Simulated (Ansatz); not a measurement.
# Optical constants of Ir

Method: DFT PBE, scalar-relativistic, plane waves, PAW in Ansatz. Cutoff 420 eV, 20×20×20 k-points (Γ-centred), Fermi-Dirac smearing of 0.15 eV. No spin polarisation.

Relaxed structure:
```xyz
1
Lattice="0.0000 1.9365 1.9365 1.9365 0.0000 1.9365 1.9365 1.9365 0.0000" Properties=species:S:1:pos:R:3 pbc="T T T"
Ir    0.0000    0.0000    0.0000
```

In a metal these results depend on the k mesh and the smearing. Spin–orbit coupling is left out, which matters for heavy elements.

Independent-particle response (no local fields, no excitons) on a 30×30×30 mesh, broadened by 0.1 eV; the Drude term is undamped and its weight carries the smearing above, which sets much of it in a semimetal. The run couldn't bound its error over part or most of this range, so small peaks and near ties are unsure. Light polarised along z. ε₁ lacks the small share of bands above those solved.

(1) Tabulate n, κ, the reflectivity and the absorption coefficient against photon energy.

(2) Where is the highest local maximum of ε₂ between 0.3 and 12 eV?

## Answers

(1)
```tsv
E (eV)	n	κ	R	α (10⁵ cm⁻¹)
0.1	0.20	103.22	1.00	10.46
0.6	1.51	15.87	0.98	9.65
1.1	2.49	8.39	0.88	9.36
1.6	3.17	6.20	0.77	10.06
2.1	2.92	5.58	0.75	11.88
2.6	2.17	5.04	0.76	13.29
3.1	1.93	4.24	0.71	13.32
3.6	1.94	3.74	0.66	13.64
4.1	1.76	3.82	0.68	15.87
4.6	1.21	3.64	0.73	16.98
5.1	0.74	2.84	0.73	14.70
5.6	0.84	2.28	0.61	12.95
6.1	1.01	2.06	0.51	12.72
6.6	1.01	1.78	0.44	11.90
7.1	1.08	1.54	0.35	11.06
7.6	1.23	1.25	0.25	9.66
8.1	1.60	1.22	0.22	9.98
8.6	1.69	1.35	0.25	11.79
9.1	1.77	1.47	0.28	13.59
9.6	1.76	1.70	0.33	16.51
10.1	1.52	1.90	0.39	19.46
10.6	1.22	1.79	0.40	19.19
11.1	1.10	1.58	0.36	17.74
11.6	1.08	1.49	0.34	17.55
```

(2) At 0.6 eV, where ε₂ = 47.9.

Cost: 1 run of about 0.87 core-minutes, on Intel Xeon 6975P-C (Granite Rapids) (shared hosts).